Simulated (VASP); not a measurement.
# Au (Fd-3m) in VASP: notebook, part 2 of 2

VASP 6.6.1.

**4. Relaxation of cell and atoms, PBEsol**

This run uses another cell than the first one, of 22.89 Å³/atom, 0.838 times its volume.

Contents of INCAR:

```
SYSTEM = Au
  PREC = Accurate
  ENCUT = 600
  EDIFF = 1E-6
  ISMEAR = -1
  SIGMA = 0.1
  LREAL = .False.
  LASPH = .True.
  NELM = 60
  ALGO = Normal
  ISIF = 3
  LWAVE = .False.
  LCHARG = .False.
  GGA = PS
  IBRION = 2
  NSW = 80
  EDIFFG = -0.01
```

Contents of KPOINTS:

```
Automatic mesh
0
Gamma
  10 10 10
  0 0 0
```

Contents of POSCAR:

```
Au
1.0
    0.0000000000      2.8394269867      2.8394269867
    2.8394269867      0.0000000000      2.8394269867
    2.8394269867      2.8394269867      0.0000000000
Au
2
Direct
    0.1250000000      0.1250000000      0.1250000000
    0.8750000000      0.8750000000      0.8750000000
```

Launch:

```sh
$ cat potpaw_PBE.64/Au/POTCAR > POTCAR
$ mpirun -np 1 vasp_std > vasp.out
```

It took 68 s on 1 thread of Intel Xeon 6975P-C (Granite Rapids), shared host; peak memory 0.2 GiB.

Results (log left out):

```yaml
Free_energy: -5.9823 eV
Relaxed_volume: 27.29 Å³/atom
Relaxed_cell: a = 4.258 Å, b = 4.258 Å, c = 4.258 Å, α = 60.00°, β = 60.00°, γ = 60.00°
Space_group_after_relaxing_to_0.05_Å: Fd-3m (No. 227)
Energy_gained_by_relaxing: 228.6 meV/atom
Ionic_steps: 19
Pressure_after_relaxing: 0.0 GPa
Band_gap_on_the_k_mesh: none (metal or under the smearing width)
```

The path:
```
step  energy change (eV)  largest force (eV/Å)  pressure (GPa)  volume (Å³)
   1              0.0000                0.0000           20.13        45.78
   2             -0.0455                0.0000           -7.85        67.62
   3             -0.4567                0.0000           -0.46        54.96
   4             -0.4572                0.0000           -0.13        54.70
   5             -0.4572                0.0000            0.11        54.52
   6             -0.4572                0.0000            0.11        54.52
   7             -0.4572                0.0000            0.11        54.52
   8             -0.4572                0.0000            0.10        54.52
   9             -0.4572                0.0000            0.10        54.52
  10             -0.4572                0.0000            0.10        54.52
  11             -0.4572                0.0000            0.10        54.52
  12             -0.4572                0.0000            0.10        54.52
  13             -0.4572                0.0000            0.10        54.52
  14             -0.4572                0.0000            0.10        54.52
  15             -0.4572                0.0000            0.10        54.52
  16             -0.4572                0.0000            0.09        54.53
  17             -0.4572                0.0000            0.08        54.53
  18             -0.4572                0.0000            0.06        54.55
  19             -0.4572                0.0000            0.04        54.58
```

Final structure:
```
Au
1.0
     0.00000    3.01069    3.01069
     3.01069    0.00000    3.01069
     3.01069    3.01069    0.00000
Au
2
Direct
  0.12500 0.12500 0.12500
  0.87500 0.87500 0.87500
```

Levels at points of the mesh, in eV from the Fermi level:
| k point | band 8 | band 9 | band 10 | band 11 | band 12 | band 13 | band 14 | band 15 |
| --- | --- | --- | --- | --- | --- | --- | --- | --- |
| (0.00, 0.00, 0.00) | -2.37 | -2.37 | -1.25 | -1.25 | 8.96 | 9.88 | 9.89 | 9.89 |
| (0.50, 0.00, 0.00) | -2.09 | -1.41 | -1.41 | -1.05 | -0.34 | 6.91 | 6.91 | 9.15 |
| (0.50, 0.50, 0.00) | -2.87 | -1.23 | -1.23 | 0.29 | 0.29 | 3.69 | 3.69 | 8.14 |

Caveat: the volume moved by over 15 % at a fixed basis, so the end points are rough; the PAW data sets were made with another functional, which shifts forces and pressure a little.

**5. Single point, PBEsol**

This run uses another cell than the first one, of 30.60 Å³/atom, 1.120 times its volume.

Contents of INCAR:

```
PREC     = Accurate       # precision mode
ENCUT    = 520            # plane-wave cutoff, eV
EDIFF    = 1E-7           # SCF threshold, eV
ISMEAR   = -1             # smearing method
SIGMA    = 0.1            # smearing width, eV
LREAL    = False          # projectors in reciprocal space
LASPH    = True           # aspherical terms in the spheres
NELM     = 100            # most SCF steps
ALGO     = Normal         # electronic algorithm
ISIF     = 2              # what is computed and relaxed
LWAVE    = False          # write WAVECAR
LCHARG   = False          # write CHGCAR
GGA      = PS             # functional
NBANDS   = 18             # bands
```

Contents of KPOINTS:

```
regular mesh
0
Gamma
  10 10 10
```

Contents of POSCAR:

```
Au
1.0
    0.0000000000      3.1279588303      3.1279588303
    3.1279588303      0.0000000000      3.1279588303
    3.1279588303      3.1279588303      0.0000000000
Au
2
Direct
    0.1250000000      0.1250000000      0.1250000000
    0.8750000000      0.8750000000      0.8750000000
```

Launch:

```sh
$ cat potpaw_PBE.64/Au/POTCAR > POTCAR
$ mpirun -np 1 vasp_std > vasp.out
```

It took 18 s on 1 thread of Intel Xeon 6975P-C (Granite Rapids), shared host; peak memory 0.22 GiB.

The run converged. Its results:

```
Free energy            : -5.8546 eV
Pressure               : -5.7 GPa
Band gap on the k mesh : none (metal or under the smearing width)
```

Levels at points of the mesh, in eV from the Fermi level:
| k point | band 9 | band 10 | band 11 | band 12 | band 13 | band 14 |
| --- | --- | --- | --- | --- | --- | --- |
| (0.00, 0.00, 0.00) | -2.14 | -1.25 | -1.25 | 8.03 | 9.12 | 9.12 |
| (0.50, 0.00, 0.00) | -1.37 | -1.37 | -0.66 | -0.41 | 6.52 | 6.52 |
| (0.50, 0.50, 0.00) | -1.21 | -1.21 | 0.21 | 0.21 | 3.73 | 3.73 |

Caveat: the PAW data sets were made with another functional, which shifts forces and pressure a little.

**6. Summary**

| task | cell | k mesh | cutoff (eV) | gap on the mesh (eV) | pressure (GPa) |
| --- | --- | --- | --- | --- | --- |
| single point | Fd-3m, 27.33 Å³/atom | 15 × 15 × 15 | 520 | none | -0.1 |
| single point | Fd-3m, 27.33 Å³/atom | 10 × 10 × 10 | 520 | none | -0.1 |
| relaxation of cell and atoms | relaxed | 10 × 10 × 10 | 600 | none | 0.0 |
| single point | Fd-3m, 30.6 Å³/atom | 10 × 10 × 10 | 520 | none | -5.7 |

Alike in all rows: level PBEsol; potentials or basis VASP PAW PBE potentials, release 64 (Au); no spin polarisation; smearing fermi-dirac 0.1 eV.

Every run on the cell as given and a fine mesh finds a metal.

Caveats: the PAW data sets were made with another functional, which shifts forces and pressure a little; the volume moved by over 15 % at a fixed basis, so the end points are rough (some runs).

Absolute energies hang on the potentials; compare differences alone.
